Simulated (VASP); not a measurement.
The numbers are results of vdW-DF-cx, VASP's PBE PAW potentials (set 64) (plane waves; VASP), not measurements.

The input files of a VASP run:

File KPOINTS:
```
Automatic mesh
0
Gamma
5 5 5
0 0 0
```

POSCAR:
```
CsI
1.0
  4.5234049371   0.0000000000   0.0000000000
  0.0000000000   4.5234049371   0.0000000000
  0.0000000000   0.0000000000   4.5234049371
Cs I
1 1
direct
  0.0000000000   0.0000000000   0.0000000000
  0.5000000000   0.5000000000   0.5000000000
```

### INCAR
```
SYSTEM = CsI
PREC = Accurate; ENCUT = 520; LREAL = .False.
LASPH = .True.
EDIFF = 1E-6; NELM = 100; ALGO = Normal
LMAXMIX = 4
ISMEAR = 0; SIGMA = 0.05
GGA = CX; LUSE_VDW = .True.; AGGAC = 0.0
IBRION = 2; NSW = 60; ISIF = 3
EDIFFG = -0.01
LWAVE = .False.; LCHARG = .False.
```

POTCAR, in this order: Cs_sv I (PBE.64 set). Program: vasp_std.

The run wrote:

OUTCAR:
```
 ion  position               nearest neighbor table
   1  0.000  0.000  0.000-
   2  0.500  0.500  0.500-
  LATTYP: Found a simple cubic cell.
 ALAT       =     4.5234049371
 Subroutine PRICEL returns:
 Original cell was already a primitive cell.
 Subroutine GETGRP returns: Found 48 space group operations
The static configuration has the point symmetry O_h .
The dynamic configuration has the point symmetry O_h .
 Subroutine INISYM returns: Found 48 space group operations
 Subroutine IBZKPT returns following result:
 Found     10 irreducible k-points:

 Following reciprocal coordinates:
            Coordinates               Weight
  0.000000  0.000000  0.000000      1.000000
  0.200000  0.000000  0.000000      6.000000
  0.400000  0.000000  0.000000      6.000000
  0.200000  0.200000  0.000000     12.000000
  0.400000  0.200000  0.000000     24.000000
  0.400000  0.400000  0.000000     12.000000
  0.200000  0.200000  0.200000      8.000000
  0.400000  0.200000  0.200000     24.000000
  0.400000  0.400000  0.200000     24.000000
  0.400000  0.400000  0.400000      8.000000
   k-points           NKPTS =     10   k-points in BZ     NKDIM =     10   number of bands    NBANDS=     12
   number of dos      NEDOS =    301   number of ions     NIONS =      2
   total plane-waves  NPLWV =  46656
   dimension x,y,z NGX =    36 NGY =   36 NGZ =   36
   dimension x,y,z NGXF=    72 NGYF=   72 NGZF=   72
   ions per type =               1   1
   PREC   = accura    normal or accurate (medium, high low for compatibility)
   ISTART =      0    job   : 0-new  1-cont  2-samecut
   ICHARG =      2    charge: 1-file 2-atom 10-const
   ISPIN  =      1    spin polarized calculation?
   LNONCOLLINEAR =      F non collinear calculations
   LSORBIT =      F    spin-orbit coupling
   INIWAV =      1    electr: 0-lowe 1-rand  2-diag
   ENCUT  =  520.0 eV  38.22 Ry    6.18 a.u.   8.41  8.41  8.41*2*pi/ulx,y,z
   NELM   =    100;   NELMIN=  2; NELMDL= -5     # of ELM steps
   EDIFF  = 0.1E-05   stopping-criterion for ELM
   LREAL  =      F    real-space projection
   NLSPLINE    = F    spline interpolate recip. space projectors
   LMAXMIX     =    4 max onsite mixed and CHGCAR
   VOSKOWN=      0    Vosko Wilk Nusair interpolation
   EDIFFG = -.1E-01   stopping-criterion for IOM
   NSW    =     60    number of steps for IOM
   NBLOCK =      1;   KBLOCK =     60    inner block; outer block
   IBRION =      2    ionic relax: 0-MD 1-quasi-New 2-CG
   NFREE  =      1    steps in history (QN), initial steepest desc. (CG)
   ISIF   =      3    stress and relaxation
   ISYM   =      2    0-nonsym 1-usesym 2-fastsym
   TEIN   =    0.0    initial temperature
   TEBEG  =    0.0;   TEEND  =   0.0 temperature during run
   SMASS  =  -3.00    Nose mass-parameter (am)
   PSTRESS=    0.0 pullay stress
   NELECT =      16.0000    total number of electrons
   EFERMI =   0.00;   METHOD = LEGACY
   ISMEAR =     0;   SIGMA  =   0.05  broadening in eV -4-tet -1-fermi 0-gaus
   IALGO  =     38    algorithm
   LDIAG  =      T    sub-space diagonalisation (order eigenvalues)
   IMIX   =      4    mixing-type and parameters
     AMIX     =   0.40;   BMIX     =  1.00
     AMIX_MAG =   1.60;   BMIX_MAG =  1.00
     AMIN     =   0.10
   GGA     = CX    functional components
   VOSKOWN =     0    Vosko Wilk Nusair interpolation
   LHFCALC =     F    Hartree Fock is set to
   LHFONE  =     F    Hartree Fock one center treatment
   AEXX    =    0.0000 exact exchange contribution
   LUSE_VDW   =     T    switch on vdW DFT
   IVDW    =     0    specifies the selected vdW correction
   LEPSILON=     F    determine dielectric tensor
   LRPA    =     F    only Hartree local field effects (RPA)
...
```

File OSZICAR:
```
       N       E                     dE             d eps       ncg     rms          rms(c)
DAV:   1     0.100996676094E+03    0.10100E+03   -0.64139E+03   240   0.110E+03
DAV:   2     0.727021352017E+01   -0.93726E+02   -0.86521E+02   372   0.175E+02
DAV:   3    -0.808303709444E+00   -0.80785E+01   -0.80300E+01   312   0.563E+01
DAV:   4    -0.936437739066E+00   -0.12813E+00   -0.12810E+00   268   0.865E+00
DAV:   5    -0.938020728392E+00   -0.15830E-02   -0.15830E-02   304   0.105E+00    0.142E+00
DAV:   6    -0.829870478832E+00    0.10815E+00   -0.15299E-01   264   0.191E+00    0.103E+00
DAV:   7    -0.812125981266E+00    0.17744E-01   -0.12936E-01   272   0.183E+00    0.509E-01
DAV:   8    -0.817575524710E+00   -0.54495E-02   -0.11600E-02   256   0.734E-01    0.861E-02
DAV:   9    -0.818319773078E+00   -0.74425E-03   -0.10341E-03   284   0.228E-01    0.682E-02
DAV:  10    -0.818512924019E+00   -0.19315E-03   -0.26551E-04   256   0.117E-01    0.139E-02
DAV:  11    -0.818519876653E+00   -0.69526E-05   -0.46400E-05   288   0.395E-02    0.464E-03
DAV:  12    -0.818522842735E+00   -0.29661E-05   -0.83258E-06   260   0.214E-02    0.215E-03
DAV:  13    -0.818522941280E+00   -0.98545E-07   -0.28567E-07   204   0.373E-03
   1 F= -.81852294E+00 E0= -.81852294E+00  d E =-.818523E+00
```

**OUTCAR**
```
------------------------ aborting loop because EDIFF is reached ----------------------------------------
  FORCE on cell =-STRESS in cart. coord.  units (eV):
  Direction    XX          YY          ZZ          XY          YZ          ZX
  --------------------------------------------------------------------------------------
  Total       -0.0125353     -0.0125353     -0.0125353     -0.0000000      0.0000000      0.0000000
  in kB       -0.2169946     -0.2169946     -0.2169946     -0.0000000      0.0000000      0.0000000
  external PRESSURE =      -0.2169946 kB  Pullay stress =       0.0000000 kB
  volume of cell :       92.55
      direct lattice vectors                 reciprocal lattice vectors
     4.523404937  0.000000000  0.000000000     0.221072403  0.000000000  0.000000000
     0.000000000  4.523404937  0.000000000     0.000000000  0.221072403  0.000000000
     0.000000000  0.000000000  4.523404937     0.000000000  0.000000000  0.221072403
 POSITION                                       TOTAL-FORCE (eV/Angst)
 -----------------------------------------------------------------------------------
      0.00000      0.00000      0.00000         0.000000      0.000000      0.000000
      2.26170      2.26170      2.26170         0.000000      0.000000      0.000000
 -----------------------------------------------------------------------------------
    total drift:                               -0.000000      0.000000      0.000000
  FREE ENERGIE OF THE ION-ELECTRON SYSTEM (eV)
  ---------------------------------------------------
  free  energy   TOTEN  =        -0.8185229413 eV

  energy  without entropy=       -0.8185229413  energy(sigma->0) =       -0.81852294

 reached required accuracy - stopping structural energy minimisation
```
(Selected blocks of OUTCAR.)

**OUTCAR**
```
 val. band max:        0.8687136671   @ k =   0.4000   0.4000   0.0000

 cond. band min:       4.8974385690   @ k =   0.0000   0.0000   0.0000


 Fermi energy:         1.1392047037

 k-point     1 :       0.0000    0.0000    0.0000
  band No.  band energies     occupation
      1     -19.4501      2.00000
      2      -9.8030      2.00000
      3      -6.1338      2.00000
      4      -6.1338      2.00000
      5      -6.1338      2.00000
      6       0.8348      2.00000
      7       0.8348      2.00000
      8       0.8348      2.00000
      9       4.8974      0.00000
     10       5.0696      0.00000
     11       5.0696      0.00000
     12       8.7284      0.00000

 k-point     2 :       0.2000    0.0000    0.0000
  band No.  band energies     occupation
      1     -19.4404      2.00000
      2      -9.8085      2.00000
      3      -6.1887      2.00000
      4      -6.1094      2.00000
      5      -6.1094      2.00000
      6       0.1752      2.00000
      7       0.7749      2.00000
      8       0.7749      2.00000
      9       5.3159      0.00000
     10       5.6595      0.00000
     11       6.0123      0.00000
     12       8.6398      0.00000

 k-point     3 :       0.4000    0.0000    0.0000
  band No.  band energies     occupation
      1     -19.4247      2.00000
      2      -9.8212      2.00000
      3      -6.2581      2.00000
      4      -6.0690      2.00000
      5      -6.0690      2.00000
      6      -0.6036      2.00000
      7       0.6742      2.00000
      8       0.6742      2.00000
      9       5.9477      0.00000
     10       7.1410      0.00000
     11       7.5636      0.00000
     12       8.0099      0.00000

 k-point     4 :       0.2000    0.2000    0.0000
  band No.  band energies     occupation
      1     -19.4312      2.00000
      2      -9.7898      2.00000
      3      -6.2759      2.00000
      4      -6.1275      2.00000
      5      -6.0882      2.00000
      6       0.0653      2.00000
...
```

Unless said otherwise, spin-orbit coupling is left out, though it shifts the bands of the heavy elements here.

The compound is CsI in the CsCl type structure. It was relaxed first. The start is the result of an earlier pass.
